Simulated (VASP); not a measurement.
# What goes wrong when SiC (Moissanite 3C) is relaxed with a bad input, part 2 of 2

Aim: see how common mistakes in a VASP relaxation show up, on SiC (Moissanite 3C). The starting structure is a measured crystal structure from the Crystallography Open Database. The first relaxation on each setting starts from this cell expanded by 3 % in volume.

VASP 6.6.1.

Results so far: reference 10.35 Å³ an atom; an ionic step far too long 10.35 Å³ an atom.

### Step 5. Relaxation with a loose electronic threshold

Level of this step: PBEsol; plane waves and PAW (Si, C) (VASP).

A slip made on purpose: a loose electronic threshold. Against step 2 the input has EDIFF = 0.01 (also changed: NELM and NSW).

Contents of INCAR:

```
SYSTEM = SiC
PREC = Accurate
ENCUT = 520
EDIFF = 0.01
NELM = 60
ISMEAR = 0
SIGMA = 0.03
LREAL = .FALSE.
ALGO = Normal
GGA = PS
NBANDS = 10
LORBIT = 11
LWAVE = .FALSE.
LCHARG = .FALSE.
KPAR = 8
IBRION = 2
NSW = 30
ISIF = 3
EDIFFG = -0.006
```

Contents of POSCAR:

```
SiC
1.0
    0.0000000000      2.2005756606      2.2005756606
    2.2005756606      0.0000000000      2.2005756606
    2.2005756606      2.2005756606      0.0000000000
Si C
1 1
Direct
    0.0000000000      0.0000000000      0.0000000000
    0.7500000000      0.7500000000      0.7500000000
```

Contents of KPOINTS:

```
Automatic mesh
0
Gamma
8 8 8
0 0 0
```

PAW data sets: Si and C (PBE family, release 64).

The run is started by

```
$ mpirun -np 8 vasp_std
```

Output:

```text
[... set-up lines as in an earlier step ...]
 entering main loop
       N       E                     dE             d eps       ncg     rms          rms(c)
[... 4 cycles as in an earlier step ...]
DAV:   5    -0.176194703246E+02   -0.15399E-04   -0.15399E-04   682   0.985E-02    0.843E+00
DAV:   6    -0.159744722874E+02    0.16450E+01   -0.62189E+00   604   0.118E+01    0.376E+00
DAV:   7    -0.159168058267E+02    0.57666E-01   -0.32558E-01   688   0.350E+00    0.171E+00
DAV:   8    -0.159025339572E+02    0.14272E-01   -0.20544E-02   614   0.980E-01    0.158E-01
DAV:   9    -0.159023611694E+02    0.17279E-03   -0.14749E-03   390   0.218E-01
   1 F= -.15902361E+02 E0= -.15902361E+02  d E =-.159024E+02
[... from here on, the cycles between the ionic steps are left out ...]
   2 F= -.15901610E+02 E0= -.15901610E+02  d E =0.751051E-03
   3 F= -.15914988E+02 E0= -.15914988E+02  d E =-.126267E-01
   4 F= -.15913821E+02 E0= -.15913821E+02  d E =-.114601E-01
   5 F= -.15913878E+02 E0= -.15913878E+02  d E =-.115163E-01
   6 F= -.15914025E+02 E0= -.15914025E+02  d E =-.116642E-01
   7 F= -.15914053E+02 E0= -.15914053E+02  d E =-.116921E-01
   8 F= -.15914052E+02 E0= -.15914052E+02  d E =0.842225E-06
   9 F= -.15914054E+02 E0= -.15914054E+02  d E =-.531722E-06
  10 F= -.15914054E+02 E0= -.15914054E+02  d E =-.809587E-07
  11 F= -.15914054E+02 E0= -.15914054E+02  d E =-.240035E-06
  12 F= -.15914054E+02 E0= -.15914054E+02  d E =-.520568E-06
[...]
reached required accuracy - stopping structural energy minimisation
```

Elapsed: 3.2 s, on 8 MPI ranks of Intel Xeon 6975P-C (Granite Rapids), shared host; peak memory 1.1 GiB.

Parts of OUTCAR (step 5):

```text
  Total       -0.0115071     -0.0115071     -0.0115071     -0.0000000      0.0000000      0.0000000
  in kB       -0.8899734     -0.8899734     -0.8899734     -0.0000000      0.0000000      0.0000000
  external PRESSURE =      -0.8899734 kB  Pullay stress =       0.0000000 kB

 POSITION                                       TOTAL-FORCE (eV/Angst)
 -----------------------------------------------------------------------------------
      0.00000      0.00000      0.00000         0.000000      0.000000      0.000000
      3.26975      3.26975      3.26975        -0.000000     -0.000000     -0.000000
 -----------------------------------------------------------------------------------
    total drift:                               -0.000000     -0.000000     -0.000000

  FREE ENERGIE OF THE ION-ELECTRON SYSTEM (eV)
  ---------------------------------------------------
  free  energy   TOTEN  =       -15.9140543632 eV

  energy  without entropy=      -15.9140543632  energy(sigma->0) =      -15.91405436

[... 2 parts as in an earlier step ...]

[... 2 further parts left out ...]
[key lines of the parts left out:]
E-fermi :   8.1780
```

With a loose electronic threshold the cell ends at 10.358 Å³ an atom, +0.03 % from the reference.

### Step 6. Relaxation with a loose energy criterion for the relaxation

A slip made on purpose: a loose energy criterion for the relaxation. Against step 2 the input has EDIFFG = 0.1 (also changed: NELM).

INCAR: that of step 5 with these lines changed.

```diff
@@ -3,3 +3,3 @@
 ENCUT = 520
-EDIFF = 0.01
+EDIFF = 1E-06
 NELM = 60
@@ -16,4 +16,4 @@
 IBRION = 2
-NSW = 30
+NSW = 50
 ISIF = 3
-EDIFFG = -0.006
+EDIFFG = 0.1
```

POSCAR is that of step 5.

KPOINTS is that of step 5.

The run is started by

```
$ mpirun -np 8 vasp_std
```

Output:

```text
[... set-up lines as in an earlier step ...]
 entering main loop
       N       E                     dE             d eps       ncg     rms          rms(c)
[... 12 cycles as in an earlier step ...]
   1 F= -.15902414E+02 E0= -.15902414E+02  d E =-.159024E+02
[...]
N       E                     dE             d eps       ncg     rms          rms(c)
DAV:   1    -0.159222621882E+02   -0.19849E-01   -0.91552E-01   584   0.694E+00    0.108E+00
DAV:   2    -0.159055270156E+02    0.16735E-01   -0.39280E-02   598   0.113E+00    0.535E-01
DAV:   3    -0.159019285355E+02    0.35985E-02   -0.61014E-03   620   0.473E-01    0.133E-01
DAV:   4    -0.159013777086E+02    0.55083E-03   -0.84468E-04   606   0.146E-01    0.627E-02
DAV:   5    -0.159013663085E+02    0.11400E-04   -0.29614E-05   648   0.350E-02    0.410E-02
DAV:   6    -0.159013671671E+02   -0.85865E-06   -0.22307E-06   542   0.107E-02
   2 F= -.15901367E+02 E0= -.15901367E+02  d E =0.104644E-02
 trial-energy change:    0.001046  1 .order    0.001996   -0.046222    0.050214
 step:   0.4941(harm=  0.4793)  dis= 0.00000  next Energy=   -15.913947 (dE=-0.115E-01)
[...]
N       E                     dE             d eps       ncg     rms          rms(c)
DAV:   1    -0.159194213136E+02   -0.18055E-01   -0.22894E-01   584   0.340E+00    0.543E-01
DAV:   2    -0.159151221230E+02    0.42992E-02   -0.10364E-02   592   0.574E-01    0.271E-01
DAV:   3    -0.159142159911E+02    0.90613E-03   -0.14665E-03   622   0.233E-01    0.726E-02
DAV:   4    -0.159140624572E+02    0.15353E-03   -0.22439E-04   604   0.743E-02    0.297E-02
DAV:   5    -0.159140577243E+02    0.47329E-05   -0.71363E-06   648   0.174E-02    0.196E-02
DAV:   6    -0.159140563468E+02    0.13776E-05   -0.51729E-07   300   0.532E-03    0.553E-03
DAV:   7    -0.159140566168E+02   -0.27001E-06   -0.16729E-07   302   0.244E-03
   3 F= -.15914057E+02 E0= -.15914057E+02  d E =-.116430E-01
[...]
reached required accuracy - stopping structural energy minimisation
```

The job ended after 2 s (8 MPI ranks; peak memory 1.1 GiB).

OUTCAR, selected parts (step 6):

```text
  Total       -0.0027908     -0.0027908     -0.0027908      0.0000000     -0.0000000     -0.0000000
  in kB       -0.2159053     -0.2159053     -0.2159053      0.0000000     -0.0000000     -0.0000000
  external PRESSURE =      -0.2159053 kB  Pullay stress =       0.0000000 kB

  FREE ENERGIE OF THE ION-ELECTRON SYSTEM (eV)
  ---------------------------------------------------
  free  energy   TOTEN  =       -15.9140566168 eV

  energy  without entropy=      -15.9140566168  energy(sigma->0) =      -15.91405662

[... 3 parts as in an earlier step ...]

[... 2 further parts left out ...]
[key lines of the parts left out:]
E-fermi :   8.1814
```

With a loose energy criterion for the relaxation the cell ends at 10.355 Å³ an atom, +0.00 % from the reference.

### Step 7. The runs compared

```tsv
run	ended	volume (Å³/atom)	change (%)	bulk modulus (GPa)	pressure left (GPa)	core minutes
reference	converged	10.355	-	221.2	-0.01	0.427
too few electronic steps	not converged	-	-	-	-	0.747
an ionic step far too long	converged	10.354	-0.01	-	-0.01	0.347
a loose electronic threshold	converged	10.358	0.03	-	-0.09	0.427
a loose energy criterion for the relaxation	converged	10.355	0.0	-	-0.02	0.267
```

Core minutes are wall time times ranks, summed over the relaxations behind a row (those for a bulk modulus apart), on shared hosts.

### Step 8. Summary of results

| Item | Value |
| --- | --- |
| volume of the reference | 10.35 Å³/atom |
| volume against the reference, an ionic step far too long | -0.01 % |
| volume against the reference, a loose electronic threshold | +0.03 % |
| volume against the reference, a loose energy criterion for the relaxation | +0.00 % |
| run with too few electronic steps | not converged |

What this shows: The run with too few electronic steps didn't converge. Finished, but with signs in the output that stand out against the reference: an ionic step far too long, with the volume changed by less than 0.1 % (signs: an energy that rises by up to 0.4 eV an atom on the way); a loose electronic threshold, with the volume changed by less than 0.1 % (signs: a stress of up to 0.1 GPa). Little came of a loose energy criterion for the relaxation in this material. The reference was restarted once and the runs with a slip weren't, so their cells may not have settled fully. Further runs on this material are not shown.

[Lines on the potential files, build, host, timing and source positions are cut from VASP's logs without a mark.]

[Logs are printed without paths, hosts, clocks, repeated set-up lines and the standing remarks that a program may print on its own settings, such as how far it seeks lower states.]

[Hosts, paths, dates, database ids (printed as entryN), source tags and the programs' standing remarks are cut or masked in the printed files.]
